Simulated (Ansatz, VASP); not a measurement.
**Two plane-wave programs on InAs**

The input INCAR:

```
  AGGAC = 1.0
  AGGAX = 1.0
  ALDAC = 0.0
  ALDAX = 1.0
  ALGO = Normal
  EDIFF = 1E-6
  EDIFFG = -0.01
  ENCUT = 600
  GGA = B5
  IBRION = 2
  ISIF = 3
  ISMEAR = -1
  IVDW = 12
  LASPH = T
  LCHARG = F
  LREAL = F
  LWAVE = F
  NELM = 100
  NSW = 80
  PREC = Accurate
  SIGMA = 0.1
  VDW_A1 = 0.4298
  VDW_A2 = 4.2359
  VDW_S6 = 1.0
  VDW_S8 = 2.6996
```

Contents of KPOINTS:

```
k-points
0
Gamma
  6 6 6
```

Contents of POSCAR:

```
InAs
1.0
    0.0000000000      2.8773040000      2.8773040000
    2.8773040000      0.0000000000      2.8773040000
    2.8773040000      2.8773040000      0.0000000000
In As
1 1
Direct
    0.5000000000      0.5000000000      0.5000000000
    0.0000000000      0.0000000000      0.0000000000
```

Input for Ansatz:

```yaml
crystal:
  lattice:
    - [0.0, 2.877304, 2.877304]
    - [2.877304, 0.0, 2.877304]
    - [2.877304, 2.877304, 0.0]
  atoms:
    - { symbol: In, position: [0.5, 0.5, 0.5] }
    - { symbol: As, position: [0.0, 0.0, 0.0] }
kpoints:
  mp_grid:
    grid: [6, 6, 6]
hamiltonian:
  xc: blyp
  dispersion: d3bj
scf:
  convergence:
    dr2_threshold: 1.0e-10
  occupations:
    method: fermi_dirac
    width: 0.1
relax:
  cell: {}
```

Measurements of this composition are mostly on another form, of space group No. 216.

Alike in both runs: task relaxation of cell and atoms; functional BLYP; dispersion D3(BJ); k mesh 6 × 6 × 6; occupations fermi-dirac, width 0.1 eV; no spin polarisation.

```csv
,VASP,Ansatz
version,VASP 6.6.1,Ansatz 0.2.0
potentials or method,"VASP PAW PBE potentials, release 64 (In_d, As)","plane waves, PAW"
plane-wave cutoff (eV),600,420
valence electrons in the cell,18,28
```

```csv
,VASP,Ansatz,Ansatz less VASP
relaxed volume (Å³/atom),23.28,23.20,-0.084
relaxed cell length with the largest relative difference (Å),4.038,4.033,-0.0049
energy change over the relaxation (meV/atom),-2,-3,-0.9
```

The two sets of potentials don't hold the same shells in valence.

Caveats: the PAW data sets were made with another functional, which shifts forces and pressure a little (VASP); pairwise dispersion overbinds metals, which lowers pressure and volume.
